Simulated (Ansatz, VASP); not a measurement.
# Two plane-wave programs on P

```
P
1.0
     1.72573    0.99635    3.12968
    -1.72573    0.99635    3.12968
     0.00000   -1.99270    3.12968
P
2
Direct
  0.77292 0.77292 0.77292
  0.22708 0.22708 0.22708
```

This isn't the form of P at room conditions, which is orthorhombic.

Alike in both runs: functional PBEsol; k mesh 8 × 8 × 8; occupations fermi-dirac, width 0.05 eV; no spin polarisation.

```csv
,VASP,Ansatz
version,VASP 6.6.1,Ansatz 0.2.0
potentials or method,"VASP PAW PBE potentials, release 64 (P)",Ansatz PAW
plane-wave cutoff (eV),520,420
valence electrons in the cell,10,10
task,single point,density of states
```

Ansatz gave:

| Property | Result |
| --- | --- |
| gap on the k mesh at the Fermi level (eV) | none |
| pressure (GPa) | -1.6 |
| largest component of the traceless stress (GPa) | 0.83 |
| rms of the force components (eV/Å) | 0.138 |

Task: What did VASP give for the same quantities?

Result: gap on the k mesh at the Fermi level (eV): none; pressure (GPa): -1.6; largest component of the traceless stress (GPa): 0.66; rms of the force components (eV/Å): 0.120.

Atom by atom the forces differ by 0.018 eV/Å (rms over components). A gap of «none» marks a metal or a gap that the smearing closes. The functional is the same, so the differences come from potentials, cutoffs and numerics.

Caveats: the PAW data sets were made with another functional, which shifts forces and pressure a little (VASP); the PAW data sets come from PBE, with cores solved anew for the run's functional, which leaves a small shift of forces and pressure (Ansatz); the density of states is complete only up to the lowest level of the last band computed (Ansatz).
